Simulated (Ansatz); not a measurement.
# CuO (CsCl type): the cost of one run

Method: DFT, scalar-relativistic, functionals as named in each step, in Ansatz 0.2.0.

## 1. The system as given

Symmetry: Pm-3m, No. 221, cubic system. Conventional cell: a = 2.637 Å, b = 2.637 Å, c = 2.637 Å, α = 90.00°, β = 90.00°, γ = 90.00°. Cu (site symmetry m-3m) has 8 O at 2.28 Å as nearest neighbours. O (site symmetry m-3m) is surrounded by 8 Cu at 2.28 Å.

As a file:

```xyz
2
Lattice="2.6368 0.0000 0.0000 0.0000 2.6368 0.0000 0.0000 0.0000 2.6368" Properties=species:S:1:pos:R:3 pbc="T T T"
Cu    0.0000    0.0000    0.0000
O     1.3184    1.3184    1.3184
```

Atoms are numbered in the order of the input: Cu1, O2.

## 2. LDA, LAPW

Input file input.yaml:

```yaml
crystal:
  lattice:
    - [2.6368332336, 0.0, 0.0]
    - [0.0, 2.6368332336, 0.0]
    - [0.0, 0.0, 2.6368332336]
  atoms:
    - { symbol: Cu, position: [0.0, 0.0, 0.0] }
    - { symbol: O, position: [0.5, 0.5, 0.5] }
kpoints:
  mp_grid: { grid: [12, 12, 12] }
  band_path:
    path:
      - [0.0, 0.0, 0.0]
      - [0.0, 0.5, 0.0]
      - [0.5, 0.5, 0.0]
      - [0.0, 0.0, 0.0]
      - [0.5, 0.5, 0.5]
      - [0.0, 0.5, 0.0]
      - [0.5, 0.5, 0.5]
      - [0.5, 0.5, 0.0]
    npoints: 5
scf:
  occupations: { method: fermi_dirac, width: 0.08 }
hamiltonian:
  xc: lda
  pseudopotentials: { kind: all_electron, lapw: { basis_error: 0.00025 } }
output:
  forces: true
  stress: true
  eigenvalues: true
```

Launch:

```console
$ ansatz run input.yaml --threads 1 --pin off --max-ram 2048MiB --backend cpu --events-out ev --progress --plain --runs-dir out
```

**Question.** How long does this run take on 1 thread of Arm Neoverse V2, shared host, and how much memory does it need?

About 18 s, with a peak of 0.4 GiB.
